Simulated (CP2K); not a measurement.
Crystal: TiO2.

```
CELL_PARAMETERS angstrom
5.51847 0.00000 0.00000
-1.60180 5.28088 0.00000
-1.60188 -2.90482 4.41016
ATOMIC_POSITIONS crystal
Ti 0.00000 0.50000 0.00000
Ti 0.00000 0.00000 0.50000
Ti 0.49524 0.24524 0.25000
Ti 0.50475 0.75475 0.75000
O 0.69508 0.69523 0.50015
O 0.69508 0.19493 0.99985
O 0.80452 0.74962 0.05490
O 0.19472 0.74962 0.44510
O 0.80528 0.25038 0.55490
O 0.30492 0.80507 0.00015
O 0.19548 0.25038 0.94510
O 0.30492 0.30477 0.49985
```

The cell is a database's computed one.

Base run:

- Program: CP2K 2026.2
- Functional: TPSS
- Potentials or basis: POTENTIAL_UZH Ti GTH-PBE-q12, O GTH-PBE-q6; DZVP-MOLOPT-PBE-GTH basis
- Density cutoff: 11565 eV
- k mesh: 5 × 5 × 5
- Occupations: fermi-dirac, width 0.05 eV
- Spin: no spin polarisation

Its results: band gap on the k mesh 1.92 eV; pressure -2.6 GPa; largest force 0.070 eV/Å.

Q: After a change of settings the same cell gave: band gap on the k mesh 1.78 eV; pressure 5.2 GPa; largest force 0.031 eV/Å. Which change was it?
A. functional from TPSS to OLYP
B. functional from TPSS to PBEsol
C. functional from TPSS to LDA
D. functional from TPSS to BLYP

A: D.

TPSS gives the wider gap, since meta-GGAs in the generalised Kohn-Sham scheme recover part of the derivative discontinuity.

Caveats: the potentials were made for another functional, which shifts forces and pressure; the basis of atomic orbitals isn't converged, which shifts pressures, moduli and gaps.
